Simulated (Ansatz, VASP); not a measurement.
# TiO2 (TiO2 (P4_2/mnm)): VASP beside Ansatz, part 2 of 2

Aim: how closely do two programs agree when they are given the same cell, functional and k mesh? The cell is taken from a series of runs on this material, whose earlier steps may have relaxed, scaled, displaced or heated it; both programs get it as it stands.

VASP 6.6.1 and Ansatz 0.2.0.

So far: The structure; VASP: relaxation of cell and atoms, PBEsol.

### Step 3. Ansatz: relaxation of cell and atoms, PBEsol

Level of this step: Ansatz beside VASP: Kohn-Sham DFT, plane waves, PBEsol (Ansatz).

Ansatz runs on its default PAW (the set named soft_2) files.

The same cell, functional and mesh now go to Ansatz.

The input, input.yaml:

```yaml
crystal:
  lattice:
    - [4.591414, 0.0, 0.0]
    - [0.0, 4.591414, 0.0]
    - [0.0, 0.0, 2.9388708]
  atoms:
    - { symbol: Ti, position: [0.0, 0.0, 0.0] }
    - { symbol: Ti, position: [0.5, 0.5, 0.5] }
    - { symbol: O, position: [0.3044558, 0.3044558, 0.0] }
    - { symbol: O, position: [0.6955442, 0.6955442, 0.0] }
    - { symbol: O, position: [0.1955442, 0.8044558, 0.5] }
    - { symbol: O, position: [0.8044558, 0.1955442, 0.5] }
basis:
  ecutwfc: 420
  xc_grid: 2
hamiltonian:
  xc: pbesol
kpoints:
  mp_grid: { grid: [6, 6, 9] }
scf:
  occupations: { method: fixed }
  max_iter: 100
relax:
  f_tol: 0.005
  max_steps: 60
  cell: {}
output:
  forces: true
  stress: true
checkpoint:
  write: "../cell.run"
  compress: false
  write_wavefunctions: false
  write_every: 100000
```

On the command line:

```
ansatz run input.yaml --threads 8 --pin off --max-ram 22609MiB --backend cpu --events-out ev --progress --plain --runs-dir out
```

Numbers of over 12 decimals in the logs are rounded to 6 here.

The program printed:

```text
Engine: ansatz 0.2.0, aarch64-unknown-linux-gnu
Pseudopotentials: kind: paw
Pseudopotential: Ti, paw, valence charge 12, recommended cutoff 420 eV (normal), Ti.paw.azcp
Pseudopotential: O, paw, valence charge 6, recommended cutoff 420 eV (normal), O.paw.azcp
Functional definition: PBEsol
  exchange = pbesol_x
  correlation = pbesol_c
Crystal: 6 atoms, lattice volume = 61.955 Å³
Basis set: ecut = 420 eV, 1185 PW (Γ), exchange–correlation on 64×64×40 points (8 copies of the dense FFT grid, shifted against one another)
Bands: 30, of which v1, the nominal top of the filled ones, is band 24 counted from 1 (23 counted from 0)
Symmetry: 16 space group operations
Space group: P42/mnm (ITA 136), of the structure as read, at distance tolerance 4.0e-5 Å
k-points: 50 of 324
Non-local potential: Ti, projectors of the file, l = 0: 3, l = 1: 2, l = 2: 3, l = 3: 1
Non-local potential: O, projectors of the file, l = 0: 2, l = 1: 2, l = 2: 1
PAW form: soft (Blöchl's): semilocal exchange-correlation on the pseudo side does not see the compensation charge
PAW frozen core: Ti, regenerated for the run's functional, and the local potential with it (the file was generated under x = pbe(κ = 0.804, μ = 0.219515), c = pbe(β = 0.066725))
PAW frozen core: O, regenerated for the run's functional, and the local potential with it (the file was generated under x = pbe(κ = 0.804, μ = 0.219515), c = pbe(β = 0.066725))
PAW one-centre angular grid: Ti, 590 points (default); XC on 64 Gauss nodes
PAW one-centre angular grid: O, 110 points (default); XC on 64 Gauss nodes
Initial density: superposition of atomic densities (neutral atoms: chi_scale 0, normalization atom), corrected by the library's trained network
Initial wavefunctions: pseudopotential atomic-orbital guess
Functional: x = pbesol(κ = 0.804, μ = 0.123457), c = pbesol(β = 0.046)
SCF iter   1: F=—  HF=-7199.650246 eV  |F-HF|=—  |Δ(HF+E_count)|=         —  Δρ=1.95e-2  dr2=2.00e-1  ethr=1.77e-3  ⟨swp⟩=3.8  Hψ=5589  notcnv=0  defer=107
preconditioner: auto → Resta (q_TF=auto, 2.615 Å⁻¹)  ε∞=9.1  [insulator: Δε(μ)=1.682 eV  Ē_g=9.371 eV  n_scr=18 (ndim 8)  ℏωp=26.7 eV  f_vac=0.017  ε∞_Penn≈9.1]
SCF iter   2: F=—  HF=-7199.616040 eV  |F-HF|=—  |Δ(HF+E_count)|=   3.42e-2  Δρ=8.98e-3  dr2=4.50e-2  ethr=4.16e-4  ⟨swp⟩=2.0  Hψ=2560  notcnv=0  defer=189
SCF iter   3: F=—  HF=-7199.608085 eV  |F-HF|=—  |Δ(HF+E_count)|=   7.95e-3  Δρ=2.62e-3  dr2=3.43e-3  ethr=9.39e-5  ⟨swp⟩=2.0  Hψ=2131  notcnv=0  defer=190
SCF iter   4: F=—  HF=-7199.607470 eV  |F-HF|=—  |Δ(HF+E_count)|=   6.15e-4  Δρ=6.55e-4  dr2=1.91e-4  ethr=7.15e-6  ⟨swp⟩=2.0  Hψ=2627  notcnv=0  defer=198
SCF iter   5: F=—  HF=-7199.607514 eV  |F-HF|=—  |Δ(HF+E_count)|=   4.46e-5  Δρ=1.13e-4  dr2=8.81e-6  ethr=3.99e-7  ⟨swp⟩=2.7  Hψ=2212  notcnv=0  defer=181
SCF iter   6: F=—  HF=-7199.607372 eV  |F-HF|=—  |Δ(HF+E_count)|=   1.42e-4  Δρ=4.69e-5  dr2=1.14e-6  ethr=1.84e-8  ⟨swp⟩=2.0  Hψ=2576  notcnv=0  defer=74
SCF iter   7: F=-7199.607372 eV  HF=-7199.607372 eV  |F-HF|=1.74e-8  |Δ(HF+E_count)|=   1.24e-7  Δρ=6.91e-6  dr2=3.32e-8  ethr=2.08e-10  ⟨swp⟩=2.5  Hψ=5783  notcnv=0
SCF 1 converged in 7 iterations: F = -7199.607372 eV  dr2 = 3.32e-8
  greatest PAW one-centre occupation: 0.999 electrons in one spin orbital (limit 2), on the Ti atom at site 1 (counted from 0), in its partial waves of l = 0
relax step   1: F+E_penalty+E_count = -7199.60737222 eV  Δ(F+E_penalty+E_count) = +0.000e0 eV  max|allowed force component| = 1.531e-3 eV/Å  Δτ_max = 0.0000 Å  P = +0.001 GPa  Ω = 61.955 Å³  (7 SCF iters, dr2 threshold 1.00e-7 eV, accepted)
Initial density: handed on by an earlier stage of this run
Initial wavefunctions: pseudopotential atomic-orbital guess (no wavefunctions were taken with the density)
iter 1 solved again at ethr=5.91e-9 eV; its pass at ethr=3.10e-3 eV (dr2=2.84e-6 eV) is discarded
SCF iter   1: F=—  HF=-7199.607517 eV  |F-HF|=—  |Δ(HF+E_count)|=         —  Δρ=7.21e-6  dr2=3.31e-8  ethr=5.91e-9  ⟨swp⟩=3.0  Hψ=9617  notcnv=0  defer=179
preconditioner: auto → Resta (q_TF=auto, 2.615 Å⁻¹)  ε∞=8.9  [insulator: Δε(μ)=1.870 eV  Ē_g=9.485 eV  n_scr=18 (ndim 8)  ℏωp=26.7 eV  f_vac=0.013  ε∞_Penn≈8.9]
SCF iter   2: F=—  HF=-7199.607372 eV  |F-HF|=—  |Δ(HF+E_count)|=   1.45e-4  Δρ=4.67e-6  dr2=1.76e-8  ethr=6.90e-11  ⟨swp⟩=2.0  Hψ=2598  notcnv=0  defer=179
SCF iter   3: F=—  HF=-7199.607372 eV  |F-HF|=—  |Δ(HF+E_count)|=   1.19e-8  Δρ=3.84e-6  dr2=8.51e-9  ethr=3.66e-11  ⟨swp⟩=2.0  Hψ=2218  notcnv=0  defer=179
SCF iter   4: F=—  HF=-7199.607372 eV  |F-HF|=—  |Δ(HF+E_count)|=  4.34e-10  Δρ=1.53e-6  dr2=8.45e-10  ethr=1.77e-11  ⟨swp⟩=2.0  Hψ=1977  notcnv=0  defer=179
SCF iter   5: F=—  HF=-7199.607372 eV  |F-HF|=—  |Δ(HF+E_count)|=  3.82e-11  Δρ=6.87e-7  dr2=9.13e-11  ethr=1.76e-12  ⟨swp⟩=2.0  Hψ=1965  notcnv=0  defer=179
SCF iter   6: F=-7199.607372 eV  HF=-7199.607372 eV  |F-HF|=4.55e-12  |Δ(HF+E_count)|=  4.09e-11  Δρ=1.27e-7  dr2=5.44e-12  ethr=1.00e-12  ⟨swp⟩=4.0  Hψ=4620  notcnv=0
SCF 2 converged in 6 iterations: F = -7199.607372 eV  dr2 = 5.44e-12
relax step   2: F+E_penalty+E_count = -7199.60737223 eV  Δ(F+E_penalty+E_count) = -5.122e-9 eV  max|allowed force component| = 1.489e-3 eV/Å  Δτ_max = 0.0000 Å  P = +0.001 GPa  Ω = 61.955 Å³  stress off target by 1.47e-2 GPa  SCF on the basis re-selected at this cell (its energy is not comparable with the rows above)  (6 SCF iters)
basis re-selected at this cell: Δ(F+E_penalty+E_count) = -5.122e-9 eV, ΔP = +0.000 GPa vs the last step (what re-selecting the basis moved, of the pressure what is left beyond the Pulay correction that the steps carried, after the strain that the cell walked since its last selection, with what the two solves' SCF thresholds leave and, on support functions, any second-order correction that the steps lacked; it is no m [...]
SCF converged after 6 iterations
Free energy (F): -7199.607372 eV
Harris-Foulkes:  -7199.607372 eV  (|F-HF|=4.55e-12)
Internal energy: -7199.607372 eV  (E = F + TS)
E sigma→0 (E₀):  -7199.607372 eV
Fermi energy:    9.116610 eV
--- Per-component energies (eV) ---
  E_band       = -389.017525
  E_kinetic    = 1244.334640
  E_local      = -3071.506468  (includes V_loc(G=0)·N_el)
  E_nonlocal   = 200.170874
  E_hartree    = 1166.382654
  E_xc         = -487.099929
  E_vxc        = -620.062033  (∫ρ·V_xc dr)
  E_paw        = -2648.709693  (= ΣΔE_a)
  E_vpaw       = -474.729887  (= ΣTr[D̂ρ^β])
  E_aug_tail   = 0.010014  (compensation charges beyond the density's cutoff)
  E_ewald      = -3603.609385
  E_core_change = 0.419920  (= ΣΔE_core)
  E_smearing   = -0.000000  (= −TS)
  E_closure    = -0.000000  (closes the sum)
  Σ components = -7199.607372   (vs F -7199.607372, Δ=0.00e0)
--- Forces (eV/Å), atoms counted from 1 ---
  atom   1  Ti     0.00000000    -0.00000000     0.00000000
  atom   2  Ti     0.00000000     0.00000000     0.00000000
  atom   3  O     -0.00148925    -0.00148925     0.00000000
  atom   4  O      0.00148925     0.00148925     0.00000000
  atom   5  O      0.00148925    -0.00148925     0.00000000
  atom   6  O     -0.00148925     0.00148925     0.00000000
  max |Σ_I F_I| component: 1.30e-18 eV/Å
--- Stress (GPa, compression-positive) ---
       -0.006092       0.000000       0.000000
        0.000000      -0.006092       0.000000
        0.000000       0.000000       0.014653
  P = ⅓ Tr σ = 0.0008 GPa (0.008 kbar)
--- Relaxed structure (1 steps of the walk, 1 accepted, 1 SCFs on fresh bases) ---
  F+E_penalty+E_count = -7199.60737223 eV   max|allowed force component| = 1.489e-3 eV/Å   (the final SCF, on the basis selected at the relaxed cell)
  cell:  # Å, volume = 61.9546 Å³
    - [4.591414, 0.0, 0.0]
    - [0.0, 4.591414, 0.0]
    - [0.0, 0.0, 2.9388708]
  atoms:
    - { symbol: Ti, position: [0.0, 0.0, 0.0] }
    - { symbol: Ti, position: [0.500000, 0.500000, 0.500000] }
    - { symbol: O, position: [0.304456, 0.304456, 0.0] }
    - { symbol: O, position: [0.695544, 0.695544, 0.0] }
    - { symbol: O, position: [0.195544, 0.804456, 0.500000] }
    - { symbol: O, position: [0.804456, 0.195544, 0.500000] }
```

In the SCF lines HF is the Harris–Foulkes energy and dr2 the Hartree energy of the density residual, in eV; the loop may stop once dr2 is under the threshold and the program's other checks hold. Hψ counts applications of the Hamiltonian.

### Step 4. Comparison

Known differences besides the potentials themselves: fixed occupations in Ansatz, narrow Gaussian smearing in VASP; the cutoff is 420 eV in Ansatz and 600 eV in VASP; Ansatz makes its cores anew for this functional, VASP keeps those of its PBE data sets; Ansatz adds a Pulay correction to the stress that steers its cell, VASP none. Total energies have different zeros and are not compared.

The two programs side by side:

```tsv
quantity	Ansatz	VASP	difference
volume (Å³)	61.95	62.06	-0.16 %
edge a after relaxation, in the typed setting (Å)	4.591	4.593	-0.03 %
edge c after relaxation, in the typed setting (Å)	2.939	2.942	-0.09 %
```

### Step 5. Summary of results

| Item | Value |
| --- | --- |
| difference in volume (relaxation of cell and atoms, PBEsol) | -0.16 % |

The difference in volume is -0.16 % (relaxation of cell and atoms, PBEsol), within the 1.2 % picked in this series as the mark of a large difference, as far as the stopping tolerances let one tell. Such differences can come from data sets, numerical settings and the points named under the comparisons, not from the functional's error against experiment.

[Lines on the potential files, build, host, timing and source positions are cut from VASP's logs without a mark.]

[Logs are printed without paths, hosts, clocks, repeated set-up lines and the standing remarks that a program may print on its own settings, such as how far it seeks lower states.]

[Hosts, paths, dates, database ids (printed as entryN), source tags and the programs' standing remarks are cut or masked in the printed files.]
